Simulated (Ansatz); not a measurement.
**InSe: eigenvalues along the path**

```
In Se
1.0
     2.00000    1.15470    8.31667
    -2.00000    1.15470    8.31667
     0.00000   -2.30940    8.31667
In Se
2 2
Direct
  0.00000 0.00000 0.00000
  0.11220 0.11220 0.11220
  0.61550 0.61550 0.61550
  0.83000 0.83000 0.83000
```

Atom numbers follow the list: In1, In2, Se3, Se4.

The cell is COD entry 1534648, which may be a prediction rather than a measurement; nothing was relaxed.

Spin–orbit coupling is left out, though it moves levels of the heavy atoms by tenths of an eV or more.

Computed with DFT, PBE, all-electron LAPW, scalar-relativistic in Ansatz 0.2.0.

Settings: a Γ-centred 7×7×7 k mesh, Fermi–Dirac smearing of 0.03 eV, basis error target 1 meV/atom, no spin polarisation.

Path points, in fractions of the reciprocal vectors: Γ (0.000, 0.000, 0.000), T (-0.500, -0.500, -0.500), H2 (-0.500, -0.180, -0.820), H0 (-0.180, 0.180, -0.500), L (0.000, 0.000, -0.500), S0 (0.000, 0.340, -0.340), S2 (-0.340, 0.000, -0.660), F (-0.500, 0.000, -0.500). Levels in eV from the valence-band top; bands 27 to 52, counted from the lowest band of the run. The gap is 0.40 eV, direct at T (-0.5, -0.5, -0.5) (so small a gap may close at points that the mesh and path miss).

```
# k(1/Å) point b27 b28 b29 b30 b31 b32 b33 b34 b35 b36 b37 b38 b39 b40 b41 b42 b43 b44 b45 b46 b47 b48 b49 b50 b51 b52
0.000 Γ -14.85 -14.66 -14.66 -14.58 -14.58 -14.57 -14.57 -14.39 -14.39 -14.38 -13.63 -13.17 -6.40 -3.44 -1.61 -1.36 -1.36 -1.23 -1.23 1.76 2.09 4.35 4.35 5.11 5.46 5.46
0.047 - -14.85 -14.66 -14.66 -14.58 -14.58 -14.57 -14.57 -14.39 -14.39 -14.38 -13.62 -13.17 -6.39 -3.48 -1.55 -1.37 -1.37 -1.23 -1.23 1.72 2.10 4.34 4.34 5.13 5.46 5.46
0.094 - -14.85 -14.66 -14.66 -14.58 -14.58 -14.57 -14.57 -14.39 -14.39 -14.38 -13.61 -13.18 -6.36 -3.61 -1.40 -1.38 -1.38 -1.21 -1.21 1.60 2.12 4.33 4.33 5.19 5.48 5.48
0.142 - -14.85 -14.66 -14.66 -14.58 -14.58 -14.57 -14.57 -14.39 -14.39 -14.38 -13.60 -13.20 -6.30 -3.78 -1.39 -1.39 -1.20 -1.20 -1.19 1.44 2.14 4.32 4.32 5.29 5.50 5.50
0.189 - -14.85 -14.66 -14.66 -14.58 -14.58 -14.57 -14.57 -14.39 -14.39 -14.39 -13.57 -13.23 -6.23 -3.96 -1.40 -1.40 -1.19 -1.19 -0.94 1.24 2.15 4.30 4.30 5.40 5.53 5.53
0.236 - -14.85 -14.66 -14.66 -14.58 -14.58 -14.57 -14.57 -14.39 -14.39 -14.39 -13.55 -13.25 -6.16 -4.14 -1.41 -1.41 -1.17 -1.17 -0.68 1.02 2.16 4.28 4.28 5.52 5.56 5.56
0.283 - -14.85 -14.66 -14.66 -14.58 -14.58 -14.57 -14.57 -14.39 -14.39 -14.39 -13.52 -13.28 -6.08 -4.29 -1.42 -1.42 -1.16 -1.16 -0.40 0.78 2.16 4.26 4.26 5.58 5.58 5.62
0.331 - -14.85 -14.66 -14.66 -14.58 -14.58 -14.57 -14.57 -14.39 -14.39 -14.39 -13.49 -13.31 -6.03 -4.39 -1.43 -1.43 -1.16 -1.16 -0.15 0.54 2.16 4.25 4.25 5.60 5.60 5.69
0.378 T -14.85 -14.66 -14.66 -14.58 -14.58 -14.57 -14.57 -14.39 -14.39 -14.39 -13.49 -13.32 -6.01 -4.43 -1.43 -1.43 -1.15 -1.15 0.00 0.40 2.16 4.25 4.25 5.60 5.60 5.71
0.504 - -14.85 -14.68 -14.66 -14.61 -14.58 -14.57 -14.56 -14.42 -14.39 -14.36 -13.43 -13.27 -5.99 -4.40 -1.68 -1.61 -1.48 -1.21 -0.03 0.80 2.41 4.02 4.30 5.36 5.67 5.85
0.629 - -14.85 -14.72 -14.67 -14.66 -14.57 -14.57 -14.56 -14.43 -14.39 -14.32 -13.29 -13.13 -5.96 -4.33 -2.36 -2.19 -1.69 -1.38 -0.15 1.45 2.90 3.60 4.41 4.93 5.67 6.32
0.755 - -14.86 -14.76 -14.74 -14.66 -14.57 -14.55 -14.55 -14.44 -14.40 -14.29 -13.07 -12.92 -5.95 -4.31 -3.01 -2.66 -2.03 -1.69 -0.39 2.01 2.97 3.67 4.44 4.59 5.51 6.80
0.881 - -14.90 -14.80 -14.78 -14.66 -14.58 -14.54 -14.53 -14.45 -14.40 -14.27 -12.82 -12.69 -6.01 -4.53 -3.26 -2.92 -2.48 -2.10 -0.72 2.37 2.69 4.01 4.38 4.52 5.25 6.52
1.007 - -14.94 -14.85 -14.78 -14.67 -14.58 -14.53 -14.52 -14.45 -14.40 -14.25 -12.56 -12.45 -6.13 -4.94 -3.17 -2.99 -2.86 -2.56 -1.12 2.26 2.61 4.04 4.58 4.69 5.06 6.44
1.133 - -14.97 -14.88 -14.78 -14.67 -14.58 -14.52 -14.52 -14.44 -14.41 -14.24 -12.33 -12.26 -6.25 -5.30 -3.51 -3.06 -2.80 -2.69 -1.52 1.93 2.60 3.87 4.67 4.93 5.32 6.66
1.259 - -14.98 -14.90 -14.78 -14.68 -14.57 -14.52 -14.52 -14.44 -14.41 -14.23 -12.16 -12.14 -6.29 -5.49 -3.88 -3.45 -2.53 -2.47 -1.83 1.68 2.51 3.60 4.52 5.33 5.89 6.99
1.385 H2 -14.99 -14.90 -14.78 -14.68 -14.56 -14.53 -14.52 -14.43 -14.42 -14.23 -12.11 -12.06 -6.28 -5.55 -4.05 -3.71 -2.58 -2.30 -1.79 1.65 2.43 3.32 4.39 5.67 6.47 6.94
1.417 - -14.99 -14.90 -14.78 -14.68 -14.56 -14.53 -14.52 -14.43 -14.42 -14.23 -12.11 -12.06 -6.28 -5.55 -4.05 -3.71 -2.60 -2.29 -1.78 1.66 2.41 3.32 4.38 5.68 6.49 6.92
1.450 - -14.99 -14.90 -14.78 -14.68 -14.56 -14.53 -14.52 -14.43 -14.42 -14.23 -12.11 -12.06 -6.28 -5.55 -4.05 -3.72 -2.61 -2.28 -1.77 1.68 2.37 3.34 4.37 5.68 6.50 6.92
1.483 - -14.99 -14.90 -14.78 -14.68 -14.56 -14.53 -14.52 -14.43 -14.42 -14.23 -12.11 -12.06 -6.27 -5.55 -4.05 -3.72 -2.62 -2.28 -1.76 1.70 2.34 3.36 4.36 5.69 6.49 6.92
1.515 - -14.99 -14.90 -14.78 -14.68 -14.56 -14.53 -14.52 -14.43 -14.42 -14.23 -12.11 -12.06 -6.27 -5.55 -4.05 -3.73 -2.62 -2.28 -1.76 1.71 2.32 3.37 4.36 5.69 6.49 6.93
1.548 - -14.99 -14.90 -14.78 -14.68 -14.56 -14.53 -14.52 -14.43 -14.42 -14.23 -12.11 -12.06 -6.27 -5.55 -4.05 -3.72 -2.62 -2.28 -1.76 1.70 2.34 3.36 4.36 5.69 6.49 6.92
1.581 - -14.99 -14.90 -14.78 -14.68 -14.56 -14.53 -14.52 -14.43 -14.42 -14.23 -12.11 -12.06 -6.28 -5.55 -4.05 -3.72 -2.61 -2.28 -1.77 1.68 2.37 3.34 4.37 5.68 6.50 6.92
1.613 - -14.99 -14.90 -14.78 -14.68 -14.56 -14.53 -14.52 -14.43 -14.42 -14.23 -12.11 -12.06 -6.28 -5.55 -4.05 -3.71 -2.60 -2.29 -1.78 1.66 2.41 3.32 4.38 5.68 6.49 6.92
1.646 H0 -14.99 -14.90 -14.78 -14.68 -14.56 -14.53 -14.52 -14.43 -14.42 -14.23 -12.11 -12.06 -6.28 -5.55 -4.05 -3.71 -2.58 -2.30 -1.79 1.65 2.43 3.32 4.39 5.67 6.47 6.94
1.716 - -14.99 -14.90 -14.78 -14.68 -14.56 -14.53 -14.52 -14.43 -14.42 -14.23 -12.12 -12.05 -6.27 -5.54 -4.02 -3.75 -2.73 -2.22 -1.69 1.75 2.38 3.20 4.35 5.68 6.64 6.74
1.787 - -14.99 -14.90 -14.78 -14.68 -14.57 -14.52 -14.52 -14.43 -14.42 -14.23 -12.16 -12.05 -6.29 -5.54 -3.90 -3.71 -2.87 -2.18 -1.62 1.91 2.30 3.15 4.34 5.47 6.26 6.91
1.857 - -14.99 -14.89 -14.78 -14.68 -14.57 -14.52 -14.52 -14.44 -14.41 -14.23 -12.20 -12.06 -6.32 -5.55 -3.72 -3.59 -2.97 -2.17 -1.57 2.01 2.26 3.18 4.35 5.10 5.85 6.99
1.928 - -14.99 -14.89 -14.78 -14.67 -14.58 -14.51 -14.51 -14.45 -14.41 -14.23 -12.24 -12.08 -6.37 -5.58 -3.55 -3.38 -2.98 -2.18 -1.56 1.87 2.31 3.34 4.31 4.73 5.57 6.95
1.998 - -14.99 -14.89 -14.78 -14.67 -14.58 -14.51 -14.51 -14.45 -14.40 -14.23 -12.28 -12.11 -6.41 -5.61 -3.49 -3.11 -2.82 -2.21 -1.58 1.64 2.28 3.59 4.20 4.42 5.57 6.84
2.069 - -14.99 -14.89 -14.78 -14.66 -14.59 -14.51 -14.50 -14.46 -14.40 -14.23 -12.31 -12.13 -6.45 -5.64 -3.51 -2.84 -2.57 -2.25 -1.62 1.40 2.16 3.71 4.17 4.31 5.80 6.69
2.139 - -15.00 -14.89 -14.78 -14.66 -14.59 -14.51 -14.50 -14.46 -14.40 -14.23 -12.33 -12.14 -6.47 -5.66 -3.53 -2.61 -2.38 -2.28 -1.67 1.21 2.03 3.67 4.03 4.60 6.12 6.51
2.210 L -15.00 -14.89 -14.78 -14.66 -14.59 -14.50 -14.50 -14.46 -14.40 -14.23 -12.34 -12.15 -6.48 -5.67 -3.54 -2.47 -2.40 -2.24 -1.70 1.14 1.98 3.64 3.98 4.76 6.32 6.41
2.324 - -14.99 -14.88 -14.78 -14.66 -14.59 -14.51 -14.50 -14.46 -14.40 -14.23 -12.40 -12.19 -6.41 -5.58 -3.68 -2.37 -2.33 -2.21 -1.64 1.18 1.98 3.64 4.03 4.76 6.35 6.48
2.439 - -14.97 -14.85 -14.78 -14.66 -14.59 -14.52 -14.51 -14.45 -14.40 -14.24 -12.57 -12.30 -6.24 -5.32 -3.89 -2.28 -2.17 -2.11 -1.43 1.32 1.99 3.66 4.14 4.76 6.40 6.61
2.553 - -14.93 -14.81 -14.78 -14.66 -14.59 -14.53 -14.52 -14.45 -14.40 -14.26 -12.79 -12.47 -6.08 -4.95 -3.88 -2.14 -2.09 -1.96 -1.18 1.58 2.05 3.78 4.26 4.75 6.43 6.64
2.668 - -14.89 -14.78 -14.76 -14.66 -14.58 -14.54 -14.53 -14.44 -14.40 -14.28 -13.03 -12.67 -6.07 -4.53 -3.55 -2.02 -1.96 -1.77 -1.06 1.98 2.17 4.00 4.23 4.70 6.35 6.43
2.782 - -14.86 -14.76 -14.70 -14.66 -14.57 -14.56 -14.55 -14.44 -14.40 -14.30 -13.26 -12.86 -6.17 -4.10 -2.99 -1.89 -1.75 -1.57 -1.08 2.14 2.57 3.83 4.38 4.61 5.92 6.12
2.897 - -14.85 -14.72 -14.66 -14.64 -14.57 -14.57 -14.56 -14.43 -14.39 -14.33 -13.45 -13.02 -6.29 -3.74 -2.35 -1.70 -1.56 -1.39 -1.16 2.05 2.76 3.65 4.49 4.79 5.48 5.81
3.011 - -14.85 -14.68 -14.66 -14.60 -14.58 -14.57 -14.56 -14.41 -14.39 -14.36 -13.58 -13.13 -6.37 -3.51 -1.81 -1.47 -1.42 -1.27 -1.22 1.86 2.33 4.09 4.39 5.11 5.34 5.55
3.126 Γ -14.85 -14.66 -14.66 -14.58 -14.58 -14.57 -14.57 -14.39 -14.39 -14.38 -13.63 -13.17 -6.40 -3.44 -1.61 -1.36 -1.36 -1.23 -1.23 1.76 2.09 4.35 4.35 5.11 5.46 5.46
3.259 - -14.85 -14.69 -14.66 -14.60 -14.58 -14.57 -14.56 -14.41 -14.39 -14.35 -13.56 -13.11 -6.36 -3.54 -1.90 -1.50 -1.43 -1.30 -1.23 1.90 2.41 4.00 4.41 5.13 5.26 5.60
3.392 - -14.85 -14.74 -14.66 -14.66 -14.57 -14.57 -14.55 -14.43 -14.39 -14.32 -13.39 -12.97 -6.25 -3.85 -2.56 -1.72 -1.63 -1.52 -1.16 2.12 3.04 3.37 4.52 4.93 5.13 6.09
3.526 - -14.88 -14.77 -14.73 -14.66 -14.57 -14.55 -14.54 -14.44 -14.40 -14.29 -13.14 -12.76 -6.10 -4.33 -3.24 -1.98 -1.92 -1.78 -1.06 2.18 2.81 3.53 4.50 4.68 5.22 6.67
3.659 - -14.92 -14.80 -14.79 -14.66 -14.58 -14.54 -14.53 -14.44 -14.40 -14.26 -12.86 -12.52 -6.01 -4.83 -3.68 -2.43 -2.42 -1.79 -1.02 2.12 2.49 3.51 4.52 4.61 5.54 6.64
3.793 - -14.96 -14.85 -14.78 -14.67 -14.58 -14.53 -14.52 -14.44 -14.41 -14.24 -12.57 -12.30 -6.05 -5.24 -3.75 -2.98 -2.91 -1.80 -1.10 2.03 2.41 3.15 4.42 4.89 6.04 6.32
3.926 - -14.98 -14.88 -14.78 -14.67 -14.57 -14.52 -14.52 -14.44 -14.41 -14.23 -12.33 -12.13 -6.18 -5.48 -3.58 -3.42 -3.33 -1.87 -1.31 1.97 2.43 2.92 4.29 5.22 6.21 6.68
4.059 - -14.99 -14.90 -14.78 -14.68 -14.57 -14.52 -14.52 -14.43 -14.42 -14.23 -12.17 -12.05 -6.26 -5.54 -3.89 -3.69 -3.02 -2.04 -1.57 1.84 2.41 3.08 4.20 5.56 6.44 7.11
4.193 S0 -14.99 -14.90 -14.78 -14.68 -14.56 -14.53 -14.52 -14.43 -14.42 -14.23 -12.11 -12.06 -6.27 -5.55 -4.05 -3.73 -2.62 -2.28 -1.76 1.71 2.32 3.37 4.36 5.69 6.49 6.93
4.225 - -14.99 -14.90 -14.78 -14.68 -14.56 -14.53 -14.52 -14.43 -14.42 -14.23 -12.11 -12.05 -6.27 -5.55 -4.05 -3.73 -2.63 -2.27 -1.76 1.71 2.34 3.35 4.35 5.69 6.51 6.91
4.256 - -14.99 -14.90 -14.78 -14.68 -14.56 -14.53 -14.52 -14.43 -14.42 -14.23 -12.11 -12.05 -6.27 -5.55 -4.05 -3.73 -2.64 -2.27 -1.75 1.70 2.37 3.31 4.36 5.70 6.54 6.88
4.288 - -14.99 -14.90 -14.78 -14.68 -14.56 -14.53 -14.52 -14.43 -14.42 -14.23 -12.11 -12.05 -6.27 -5.55 -4.05 -3.74 -2.64 -2.26 -1.75 1.69 2.40 3.28 4.37 5.70 6.57 6.85
4.320 - -14.99 -14.90 -14.78 -14.68 -14.56 -14.53 -14.52 -14.43 -14.42 -14.23 -12.11 -12.05 -6.27 -5.55 -4.05 -3.74 -2.64 -2.26 -1.75 1.69 2.41 3.27 4.37 5.70 6.58 6.83
4.352 - -14.99 -14.90 -14.78 -14.68 -14.56 -14.53 -14.52 -14.43 -14.42 -14.23 -12.11 -12.05 -6.27 -5.55 -4.05 -3.74 -2.64 -2.26 -1.75 1.69 2.40 3.28 4.37 5.70 6.57 6.85
4.384 - -14.99 -14.90 -14.78 -14.68 -14.56 -14.53 -14.52 -14.43 -14.42 -14.23 -12.11 -12.05 -6.27 -5.55 -4.05 -3.73 -2.64 -2.27 -1.75 1.70 2.37 3.31 4.36 5.70 6.54 6.88
4.415 - -14.99 -14.90 -14.78 -14.68 -14.56 -14.53 -14.52 -14.43 -14.42 -14.23 -12.11 -12.05 -6.27 -5.55 -4.05 -3.73 -2.63 -2.27 -1.76 1.71 2.34 3.35 4.35 5.69 6.51 6.91
4.447 S2 -14.99 -14.90 -14.78 -14.68 -14.56 -14.53 -14.52 -14.43 -14.42 -14.23 -12.11 -12.06 -6.27 -5.55 -4.05 -3.73 -2.62 -2.28 -1.76 1.71 2.32 3.37 4.36 5.69 6.49 6.93
4.510 - -14.99 -14.90 -14.78 -14.68 -14.57 -14.52 -14.52 -14.43 -14.42 -14.23 -12.11 -12.08 -6.28 -5.57 -4.03 -3.62 -2.52 -2.39 -1.78 1.71 2.23 3.49 4.49 5.49 6.18 7.08
4.573 - -14.99 -14.90 -14.78 -14.68 -14.57 -14.52 -14.52 -14.44 -14.41 -14.23 -12.12 -12.11 -6.29 -5.60 -3.94 -3.44 -2.50 -2.48 -1.74 1.73 2.12 3.60 4.53 5.14 5.95 7.25
4.636 - -14.99 -14.90 -14.78 -14.67 -14.58 -14.52 -14.51 -14.44 -14.41 -14.23 -12.15 -12.14 -6.31 -5.65 -3.81 -3.20 -2.59 -2.49 -1.68 1.74 2.04 3.67 4.39 4.74 5.94 7.41
4.699 - -14.99 -14.90 -14.78 -14.67 -14.58 -14.51 -14.51 -14.45 -14.41 -14.23 -12.18 -12.17 -6.34 -5.70 -3.64 -2.92 -2.66 -2.52 -1.62 1.65 2.05 3.65 4.17 4.36 6.16 7.50
4.762 - -14.99 -14.90 -14.78 -14.67 -14.59 -14.51 -14.50 -14.45 -14.40 -14.23 -12.22 -12.19 -6.36 -5.74 -3.49 -2.71 -2.68 -2.49 -1.58 1.48 2.08 3.50 3.97 4.16 6.48 7.44
4.825 - -14.99 -14.90 -14.78 -14.66 -14.59 -14.51 -14.50 -14.46 -14.40 -14.23 -12.24 -12.21 -6.39 -5.78 -3.37 -2.72 -2.61 -2.30 -1.55 1.31 2.07 3.36 3.74 4.20 6.81 7.29
4.888 - -14.99 -14.90 -14.78 -14.66 -14.59 -14.51 -14.50 -14.46 -14.40 -14.23 -12.26 -12.22 -6.40 -5.80 -3.30 -2.73 -2.58 -2.12 -1.54 1.17 2.01 3.29 3.59 4.26 7.08 7.15
4.951 F -14.99 -14.90 -14.78 -14.66 -14.59 -14.50 -14.50 -14.46 -14.40 -14.23 -12.26 -12.23 -6.41 -5.81 -3.28 -2.73 -2.56 -2.05 -1.54 1.11 1.98 3.28 3.54 4.29 7.06 7.22
```
